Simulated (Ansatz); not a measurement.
The cell is COD entry 9008768, as deposited and not checked against the literature; nothing was relaxed. The listed cell was then made from it by scaling, straining or moving an atom.

YN: DFT, PBE, PAW with Ansatz's default frozen-core files, scalar-relativistic (Ansatz 0.2.0). What sets it apart from a plain run of this crystal: volume scaled by 1.02.

Command: `ansatz run input.yaml --threads 1 --pin off --max-ram 3072MiB --backend cpu --events-out ev --progress --plain --runs-dir out` The run took 2.7 s on 1 thread of Arm Neoverse V1, with other jobs on the host, peak memory 0.33 GiB.

```yaml
crystal:
  lattice:
    - [0.0, 2.4546494773, 2.4546494773]
    - [2.4546494773, 0.0, 2.4546494773]
    - [2.4546494773, 2.4546494773, 0.0]
  atoms:
    - { symbol: "Y", position: [0.0, 0.0, 0.0] }
    - { symbol: "N", position: [0.5, 0.5, 0.5] }
kpoints:
  mp_grid: { grid: [9, 9, 9] }
scf:
  occupations: { method: fermi_dirac, width: 0.03 }
hamiltonian:
  xc: pbe
  pseudopotentials: { kind: paw }
output:
  forces: true
  stress: true
  eigenvalues: true
  efg: { contact_densities: true }
  write_density: true
  write_potential: true
  elf: true
  volumetric_format: npy
```

Output (standing set-up lines are left out):

```
Crystal: 2 atoms, lattice volume = 29.580 Å³
Basis set: ecut = 420 eV, 561 PW (Γ), exchange–correlation on 48×48×48 points (8 copies of the dense FFT grid, shifted against one another)
SCF iter   1: F=—  HF=-4236.080212 eV  |F-HF|=—  |Δ(HF+E_count)|=         —  Δρ=4.68e-4  dr2=3.91e-5  ethr=1.77e-3  ⟨swp⟩=5.7  Hψ=2225  notcnv=0
preconditioner: auto → none  [insulator: Δε(μ)=0.273 eV  Ē_g=16.943 eV  σ=0.030 eV  W_gap=0.98  n_scr=8 (ndim 8)  ℏωp=25.5 eV  f_vac=0.000  D(μ)=0.01/eV (n_scr^D=0)  ε∞_Penn≈3.3]
SCF iter   2: F=—  HF=-4236.079987 eV  |F-HF|=—  |Δ(HF+E_count)|=   2.25e-4  Δρ=2.00e-4  dr2=3.33e-6  ethr=2.45e-7  ⟨swp⟩=2.9  Hψ=1069  notcnv=0
SCF iter   3: F=—  HF=-4236.080001 eV  |F-HF|=—  |Δ(HF+E_count)|=   1.41e-5  Δρ=1.08e-4  dr2=8.65e-7  ethr=2.08e-8  ⟨swp⟩=2.5  Hψ=681  notcnv=0
iter 4 did not close the SCF: its close was put off for the readings that it lacked (scf_convergence_deferred on its scf_iter line)
SCF iter   4: F=-4236.080007 eV  HF=-4236.080007 eV  |F-HF|=7.43e-9  |Δ(HF+E_count)|=   6.58e-6  Δρ=8.38e-6  dr2=1.25e-8  ethr=5.40e-9  ⟨swp⟩=2.0  Hψ=666  notcnv=0
iter 5 did not close the SCF: its close was put off for the readings that it lacked (scf_convergence_deferred on its scf_iter line)
SCF iter   5: F=-4236.080007 eV  HF=-4236.080007 eV  |F-HF|=5.89e-10  |Δ(HF+E_count)|=   2.90e-9  Δρ=2.36e-6  dr2=1.06e-9  ethr=7.79e-11  ⟨swp⟩=2.5  Hψ=683  notcnv=0
SCF iter   6: F=-4236.080007 eV  HF=-4236.080007 eV  |F-HF|=4.55e-12  |Δ(HF+E_count)|=  3.24e-10  Δρ=2.91e-7  dr2=7.36e-12  ethr=6.64e-12  ⟨swp⟩=4.1  Hψ=1941  notcnv=0
SCF 1 converged in 6 iterations: F = -4236.080007 eV  dr2 = 7.36e-12
  greatest PAW one-centre occupation: 0.993 electrons in one spin orbital (limit 2), on the Y atom at site 0 (counted from 0), in its partial waves of l = 0
SCF converged after 6 iterations
Free energy (F): -4236.080007 eV
Harris-Foulkes:  -4236.080007 eV  (|F-HF|=4.55e-12)
Internal energy: -4236.079966 eV  (E = F + TS)
E sigma→0 (E₀):  -4236.079987 eV
Entropy (-TS):   -0.000041 eV (-0.021 meV/atom)
Fermi energy:    11.924171 eV
--- Per-component energies (eV) ---
  E_band       = -53.017407
  E_kinetic    = 436.721529
  E_local      = -610.285335  (includes V_loc(G=0)·N_el)
  E_nonlocal   = 94.693243
  E_hartree    = 187.878529
  E_xc         = -235.507274
  E_vxc        = -278.215687  (∫ρ·V_xc dr)
  E_paw        = -2952.076269  (= ΣΔE_a)
  E_vpaw       = -71.688329  (= ΣTr[D̂ρ^β])
  E_aug_tail   = 0.000096  (compensation charges beyond the density's cutoff)
  E_ewald      = -1157.504484
  E_smearing   = -0.000041  (= −TS)
  E_closure    = -0.000000  (closes the sum)
  Σ components = -4236.080007   (vs F -4236.080007, Δ=0.00e0)
--- Forces (eV/Å), atoms counted from 1 ---
  atom   1  Y     -0.00000000    -0.00000000    -0.00000000
  atom   2  N      0.00000000    -0.00000000     0.00000000
  max |Σ_I F_I| component: 1.76e-29 eV/Å
--- Stress (GPa, compression-positive) ---
       -0.307021      -0.000000       0.000000
       -0.000000      -0.307021      -0.000000
        0.000000      -0.000000      -0.307021
  P = ⅓ Tr σ = -0.3070 GPa (-3.070 kbar)
--- PAW observables at the nuclei: V_zz in 10²¹ V/m², potentials from the cell's mean, atoms counted from 1 ---
  atom   1  Y  V_zz =    +0.000000   η = 0.0000   by run symmetry: forbidden
            electrostatic potential = -5719.187970 V   contact ρ = 443891.818964 e/Å³
  atom   2  N  V_zz =    +0.000000   η = 0.0000   by run symmetry: forbidden
            electrostatic potential = -520.477879 V   contact ρ = 1415.557341 e/Å³
--- Band table (eV; the first three rows and the last of 35) ---
  k-point 0: bands = ["-29.0535", "-8.7171", "-8.7171", "-8.7171", "-1.0594", "11.7988", "11.7988", "11.7988", "14.9234", "14.9234", "14.9234", "15.8549"]
  k-point 1: bands = ["-29.0404", "-8.8606", "-8.7267", "-8.7267", "-0.8566", "11.0569", "11.3970", "11.3970", "15.0112", "15.2189", "15.2189", "16.5533"]
  k-point 2: bands = ["-29.0071", "-9.1995", "-8.7508", "-8.7508", "-0.3560", "9.7175", "10.6340", "10.6340", "15.3026", "15.9925", "15.9925", "17.9158"]
  k-point 34: bands = ["-28.9063", "-9.3714", "-9.2300", "-9.0559", "-0.1426", "9.5663", "10.1947", "10.2928", "15.2673", "16.4028", "19.0317", "19.4678"]
```
